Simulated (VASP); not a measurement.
# InAs (F-43m) in VASP: a series of runs, part 2 of 3

VASP 6.6.1. The steps go on from the part before.

### Step 3. Single point, PBEsol

This run uses another cell than the first one, of 29.14 Å³/atom, 1.019 times its volume.

INCAR

```
  PREC = Accurate
  ENCUT = 520
  EDIFF = 1E-6
  ISMEAR = -1
  SIGMA = 0.05
  LREAL = F
  LASPH = T
  NELM = 80
  ALGO = Normal
  ISIF = 2
  LWAVE = F
  LCHARG = F
  GGA = PS
  NBANDS = 16
```

KPOINTS

```
regular mesh
0
Gamma
  8 8 8
```

POSCAR

```
InAs
1.0
    0.0000000000      3.0771914981      3.0771914981
    3.0771914981      0.0000000000      3.0771914981
    3.0771914981      3.0771914981      0.0000000000
In As
1 1
Direct
    0.0000000000      0.0000000000      0.0000000000
    0.7500000000      0.7500000000      0.7500000000
```

Potentials or basis: VASP PAW PBE potentials, release 64 (In_d, As).

On the command line:

```
cat potpaw_PBE.64/In_d/POTCAR potpaw_PBE.64/As/POTCAR > POTCAR
mpirun -np 1 vasp_std > vasp.out
```

OUTCAR:

```text
PREC = Accurate
   ENCUT = 520
   EDIFF = 1E-6
   ISMEAR = -1
   LREAL = F
   LASPH = T
   NELM = 80
   ISIF = 2
   GGA = PS

 ion  position               nearest neighbor table
   1  0.000  0.000  0.000-   2 2.66   2 2.66   2 2.66   2 2.66
   2  0.750  0.750  0.750-   1 2.66   1 2.66   1 2.66   1 2.66

  LATTYP: Found a face centered cubic cell.
 ALAT       =     6.1543829962

  Lattice vectors:

 A1 = (   0.0000000000,   3.0771914981,   3.0771914981)
 A2 = (   3.0771914981,   0.0000000000,   3.0771914981)
 A3 = (   3.0771914981,   3.0771914981,   0.0000000000)

Analysis of symmetry for initial positions (statically):
=====================================================================
 Subroutine PRICEL returns:
 Original cell was already a primitive cell.

 Routine SETGRP: Setting up the symmetry group for a
 face centered cubic supercell.

 Subroutine GETGRP returns: Found 24 space group operations
 (whereof 24 operations were pure point group operations)
 out of a pool of 48 trial point group operations.

The static configuration has the point symmetry T_d .

Analysis of symmetry for dynamics (positions and initial velocities):
=====================================================================
 Subroutine PRICEL returns:
 Original cell was already a primitive cell.

 Routine SETGRP: Setting up the symmetry group for a
 face centered cubic supercell.

 Subroutine GETGRP returns: Found 24 space group operations
 (whereof 24 operations were pure point group operations)
 out of a pool of 48 trial point group operations.

The dynamic configuration has the point symmetry T_d .

 Subroutine INISYM returns: Found 24 space group operations
 (whereof 24 operations are pure point group operations),
 and found     1 'primitive' translations

----------------------------------------------------------------------------------------

                                     Primitive cell

  volume of cell :      58.2765

  direct lattice vectors                    reciprocal lattice vectors
     0.000000000  3.077191498  3.077191498    -0.162485825  0.162485825  0.162485825
     3.077191498  0.000000000  3.077191498     0.162485825 -0.162485825  0.162485825
     3.077191498  3.077191498  0.000000000     0.162485825  0.162485825 -0.162485825

  length of vectors
     4.351805951  4.351805951  4.351805951     0.281433705  0.281433705  0.281433705

  position of ions in fractional coordinates (direct lattice)
     0.000000000  0.000000000  0.000000000
     0.750000000  0.750000000  0.750000000

  ion indices of the primitive-cell ions
   primitive index   ion index
                 1           1
                 2           2

----------------------------------------------------------------------------------------

 KPOINTS: regular mesh

Automatic generation of k-mesh.
 Grid dimensions read from file:
 generate k-points for:    8    8    8

 Generating k-lattice:

  Cartesian coordinates                     Fractional coordinates (reciprocal lattice)
    -0.020310728  0.020310728  0.020310728     0.125000000  0.000000000  0.000000000
     0.020310728 -0.020310728  0.020310728     0.000000000  0.125000000  0.000000000
     0.020310728  0.020310728 -0.020310728     0.000000000  0.000000000  0.125000000

  Length of vectors
     0.035179213  0.035179213  0.035179213

  Shift w.r.t. Gamma in fractional coordinates (k-lattice)
     0.000000000  0.000000000  0.000000000

 Subroutine IBZKPT returns following result:
 ===========================================

 Found     29 irreducible k-points:

 Following reciprocal coordinates:
            Coordinates               Weight
  0.000000  0.000000  0.000000      1.000000
  0.125000  0.000000  0.000000      8.000000
  0.250000  0.000000  0.000000      8.000000
  0.375000  0.000000  0.000000      8.000000
  0.500000  0.000000  0.000000      4.000000
  0.125000  0.125000  0.000000      6.000000
[... 16 lines left out ...]
  0.500000  0.250000  0.125000     48.000000
 -0.375000  0.250000  0.125000     24.000000
 [... further k-points ...]
   k-points           NKPTS =     29   k-points in BZ     NKDIM =     29   number of bands    NBANDS=     16
   number of dos      NEDOS =    301   number of ions     NIONS =      2
   total plane-waves  NPLWV =  32768
   dimension x,y,z NGX =    32 NGY =   32 NGZ =   32
   dimension x,y,z NGXF=    64 NGYF=   64 NGZF=   64
   ions per type =               1   1
   NGX,Y,Z   is equivalent  to a cutoff of  12.22, 12.22, 12.22 a.u.
   NGXF,Y,Z  is equivalent  to a cutoff of  24.45, 24.45, 24.45 a.u.
 SYSTEM =  unknown system
   PREC   = accura    normal or accurate (medium, high low for compatibility)
   ISTART =      0    job   : 0-new  1-cont  2-samecut
   ICHARG =      2    charge: 1-file 2-atom 10-const
   ISPIN  =      1    spin polarized calculation?
   LNONCOLLINEAR =      F non collinear calculations
   LSORBIT =      F    spin-orbit coupling
   LASPH  =      T    aspherical Exc in radial PAW
   ENCUT  =  520.0 eV  38.22 Ry    6.18 a.u.   8.09  8.09  8.09*2*pi/ulx,y,z
   NELM   =     80;   NELMIN=  2; NELMDL= -5     # of ELM steps
   EDIFF  = 0.1E-05   stopping-criterion for ELM
   LREAL  =      F    real-space projection
   EDIFFG = 0.1E-04   stopping-criterion for IOM
   NSW    =      0    number of steps for IOM
   IBRION =     -1    ionic relax: 0-MD 1-quasi-New 2-CG
   NFREE  =      0    steps in history (QN), initial steepest desc. (CG)
   ISIF   =      2    stress and relaxation
   ISYM   =      2    0-nonsym 1-usesym 2-fastsym
   POTIM  = 0.5000    time-step for ionic-motion
   TEBEG  =    0.0;   TEEND  =   0.0 temperature during run
   PSTRESS=    0.0 pullay stress
   NELECT =      18.0000    total number of electrons
   NUPDOWN=      -1.0000    fix difference up-down
   EMIN   =  10.00;   EMAX   =-10.00  energy-range for DOS
   EFERMI =   0.00;   METHOD = LEGACY
   ISMEAR =    -1;   SIGMA  =   0.05  broadening in eV -4-tet -1-fermi 0-gaus
   EFERMI_NEDOS =   21; number of points for ismear=-14 and -15
   IALGO  =     38    algorithm
   IMIX   =      4    mixing-type and parameters
     AMIX     =   0.40;   BMIX     =  1.00
     AMIX_MAG =   1.60;   BMIX_MAG =  1.00
  volume/ion in A,a.u.               =      29.14       196.63
  Fermi-wavevector in a.u.,A,eV,Ry     =   1.106627  2.091221 16.662003  1.224623
  Thomas-Fermi vector in A             =   2.243130
   LORBIT       =      0    0 simple, 1 ext, 2 COOP (PROOUT), +10 PAW based schemes
   GGA     = PS    functional components
   LHFCALC =     F    Hartree Fock is set to
   AEXX    =    0.0000 exact exchange contribution
   IVDW    =     0    specifies the selected vdW correction
   LEPSILON=     F    determine dielectric tensor
   LRPA    =     F    only Hartree local field effects (RPA)
 non-spin polarized calculation
  energy-cutoff  :      520.00
  volume of cell :       58.28
 maximum number of plane-waves:      1588
   NGX = 17   NGY = 17   NGZ = 17

 number of electron      18.0000005 magnetization

 Free energy of the ion-electron system (eV)
  ---------------------------------------------------
  ext. energy  EPLUGINS =         0.00000000
  ---------------------------------------------------
  free energy    TOTEN  =        -8.47831155 eV

  energy without entropy =       -8.47773707  energy(sigma->0) =       -8.47802431

 E-fermi :   3.9074     XC(G=0):  -9.0552

 val. band max:        3.8561942267   @ k =   0.0000   0.0000   0.0000
 cond. band min:       4.6194391186   @ k =   0.5000   0.0000   0.0000
 fundamental gap:      0.7632448918
 Fermi energy:         3.9074345976

 k-point     1 :       0.0000    0.0000    0.0000
  band No.  band energies     occupation
      1     -10.3771      2.00000
      2     -10.3771      2.00000
      3     -10.3771      2.00000
      4     -10.2699      2.00000
      5     -10.2699      2.00000
      6      -7.7044      2.00000
[... 8 lines left out ...]
     15      13.3831      0.00000
     16      13.3831      0.00000

 k-point     2 :       0.1250    0.0000    0.0000
  band No.  band energies     occupation
      1     -10.3936      2.00000
      2     -10.3722      2.00000
      3     -10.3722      2.00000
      4     -10.2700      2.00000
      5     -10.2700      2.00000
      6      -7.5567      2.00000
[... 8 lines left out ...]
     15      12.5244      0.00000
     16      12.5244      0.00000
[... 387 lines left out ...]
      5     -10.2619      2.00000
      6      -6.3690      2.00000
[... 8 lines left out ...]
     15      13.8426      0.00000
     16      14.6623      0.00000

 k-point    24 :      -0.3750    0.2500    0.1250
  band No.  band energies     occupation
      1     -10.4946      2.00000
      2     -10.3434      2.00000
      3     -10.3320      2.00000
      4     -10.2741      2.00000
      5     -10.2635      2.00000
      6      -6.1373      2.00000
[... 8 lines left out ...]
     15      14.0095      0.00000
     16      14.6485      0.00000

 [... further k-points ...]
[... 5 lines left out ...]
  --------------------------------------------------------------------------------------
  -------------------------------------------------------------------------------------
  Total       -0.5889577     -0.5889577     -0.5889577      0.0000000      0.0000000      0.0000000
  in kB      -16.1920223    -16.1920223    -16.1920223      0.0000000      0.0000000      0.0000000
  external PRESSURE =     -16.1920223 kB  Pullay stress =       0.0000000 kB

 VOLUME and BASIS-vectors are now :
 -----------------------------------------------------------------------------
  energy-cutoff  :      520.00
  volume of cell :       58.28
      direct lattice vectors                 reciprocal lattice vectors
     0.000000000  3.077191498  3.077191498    -0.162485825  0.162485825  0.162485825
     3.077191498  0.000000000  3.077191498     0.162485825 -0.162485825  0.162485825
     3.077191498  3.077191498  0.000000000     0.162485825  0.162485825 -0.162485825

 POSITION                                       TOTAL-FORCE (eV/Angst)
 -----------------------------------------------------------------------------------
      0.00000      0.00000      0.00000        -0.000000     -0.000000     -0.000000
      4.61579      4.61579      4.61579         0.000000      0.000000      0.000000
 -----------------------------------------------------------------------------------
    total drift:                                0.000000      0.000000     -0.000000

  FREE ENERGIE OF THE ION-ELECTRON SYSTEM (eV)
  ---------------------------------------------------
  free  energy   TOTEN  =        -8.4783115467 eV

  energy  without entropy=       -8.4777370660  energy(sigma->0) =       -8.47802431
```

OSZICAR:

```text
N       E                     dE             d eps       ncg     rms          rms(c)
DAV:   1     0.110132702796E+03    0.11013E+03   -0.81661E+03   936   0.119E+03
DAV:   2    -0.136339411154E+01   -0.11150E+03   -0.10699E+03  1000   0.293E+02
DAV:   3    -0.856893310005E+01   -0.72055E+01   -0.71756E+01  1232   0.725E+01
DAV:   4    -0.875050024785E+01   -0.18157E+00   -0.18153E+00  1144   0.130E+01
DAV:   5    -0.875901175785E+01   -0.85115E-02   -0.85114E-02  1440   0.241E+00    0.408E+00
DAV:   6    -0.850736540435E+01    0.25165E+00   -0.37710E-01  1456   0.107E+01    0.223E+00
DAV:   7    -0.847938950113E+01    0.27976E-01   -0.96502E-02  1280   0.294E+00    0.661E-01
DAV:   8    -0.847795630367E+01    0.14332E-02   -0.11350E-02  1168   0.118E+00    0.169E-01
DAV:   9    -0.847822872779E+01   -0.27242E-03   -0.83298E-04  1136   0.261E-01    0.942E-02
DAV:  10    -0.847829180007E+01   -0.63072E-04   -0.10132E-04  1376   0.130E-01    0.559E-02
DAV:  11    -0.847831152703E+01   -0.19727E-04   -0.44950E-05  1072   0.819E-02    0.360E-02
DAV:  12    -0.847831154675E+01   -0.19715E-07   -0.34693E-06  1008   0.155E-02
   1 F= -.84783115E+01 E0= -.84780243E+01  d E =-.574481E-03
```

stdout:

```text
POSCAR found type information on POSCAR InAs
 POSCAR found :  2 types and       2 ions
 scaLAPACK will be used
 -----------------------------------------------------------------------------
|                                                                             |
|                                                                             |
|     You enforced a specific xc type in the INCAR file but a different       |
|     I HOPE YOU KNOW WHAT YOU ARE DOING!                                     |
|                                                                             |
 -----------------------------------------------------------------------------

 LDA part: xc-table for (Slater+PW92), standard interpolation
 POSCAR, INCAR and KPOINTS ok, starting setup
 FFT: planning ... GRIDC
 FFT: planning ... GRID_SOFT
 FFT: planning ... GRID
 WAVECAR not read
 entering main loop
```

Wall time 18 s (1 thread of Intel Xeon Platinum 8488C (Sapphire Rapids), shared host); peak memory 0.18 GiB.

Results:

- Free energy: -8.4783 eV
- Pressure: -1.6 GPa
- Band gap on the k mesh: zero (filled and empty bands touch)

Caveat: the PAW data sets were made with another functional, which shifts forces and pressure a little; spin-orbit coupling is left out, which moves the levels of the heavy elements.

(Part 2 of 3 ends here.)
